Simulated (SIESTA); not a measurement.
## Ag under changes of volume

One of the cells (17.048 Å³/atom); the others are scaled copies at fixed shape and fractional positions:

```
CELL_PARAMETERS angstrom
0.00000 2.04275 2.04275
2.04275 0.00000 2.04275
2.04275 2.04275 0.00000
ATOMIC_POSITIONS crystal
Ag 0.00000 0.00000 0.00000
```

- Program: SIESTA 5.4.2
- Functional: PBEsol
- Potentials or basis: PseudoDojo 0.4 standard (PBEsol files)
- Basis: DZP (energy shift 0.003 Ry; two zetas on semicore shells)
- Grid cutoff: 800 Ry
- Energy shift: 0.003 Ry
- k mesh: 11 × 11 × 11
- Occupations: fermi-dirac, width 0.05 eV
- Spin: no spin polarisation

```csv
volume (Å³/atom),energy over the lowest point (meV/atom),pressure (GPa)
16.025,10.81,5.6
16.366,?,?
16.707,0.00,-0.1
17.048,3.50,-2.7
17.389,11.46,-4.6
17.730,23.36,-6.4
18.071,38.74,-7.9
```

Problem. What does the run at 16.366 Å³/atom give?

Solution. Energy over the lowest point 2.38 meV/atom; pressure 2.5 GPa.

Worked out: A Birch-Murnaghan fit of order 3 (a polynomial in V^(-2/3)) to the other rows has its minimum at 16.66 Å³/atom with B0 = V·E''(V) = 129 GPa and B' = 6.9. It gives 2.20 meV/atom at 16.366 Å³/atom, against the run's 2.38, and -dE/dV = 2.4 GPa, against 2.5.

Energies are extrapolated to zero smearing.

Caveats: short orbitals over semicore shells can move pressures by several GPa; the basis of atomic orbitals isn't converged, which shifts pressures, moduli and gaps.
